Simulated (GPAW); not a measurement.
The system is CeO2.

```
CELL_PARAMETERS angstrom
3.82354 0.00000 0.00000
1.91177 3.31128 0.00000
1.91177 1.10376 3.12191
ATOMIC_POSITIONS crystal
Ce 0.00000 0.00000 0.00000
O 0.75000 0.75000 0.75000
O 0.25000 0.25000 0.25000
```

Program: GPAW 26.7.0. Alike in all runs: task band structure; cell as given; k mesh 6 × 6 × 6; cutoff (eV) 800; smearing fermi-dirac 0.05 eV.

**Question.** Order these runs on this cell by their pressure, lowest first.
A. level PBE; potentials or basis GPAW PAW data sets (gpaw-data 1.2.1), pw; spin collinear, ferromagnetic start, SOC; band points 100; spin axis theta (degrees) 90; spin axis phi (degrees) 0
B. level TASK; potentials or basis GPAW PAW data sets (gpaw-data 1.2.1), pw; spin collinear, ferromagnetic start, SOC; band points 60; spin axis theta (degrees) 0; spin axis phi (degrees) 0
C. level r2SCAN+U; potentials or basis GPAW PAW data sets (gpaw-data 1.2.1), pw; spin collinear, ferromagnetic start; U Ce f U = 6 eV; band points 80
D. level LDA; potentials or basis JTH PAW 2.0, LDA, pw; spin collinear, ferromagnetic start; band points 100; data set Ce jth, O jth

**Answer.** D (-2.4 GPa), C (4.6 GPa), A (6.5 GPa), B (17.5 GPa).

Caveats: one-centre terms of the f shell are cut off; the magnetic or orbital state may not be the lowest; spin-orbit coupling was added after a scalar SCF, so levels and gaps hold it while energy, forces, pressure and moments don't (some runs).

Not every run made on this cell is shown here.
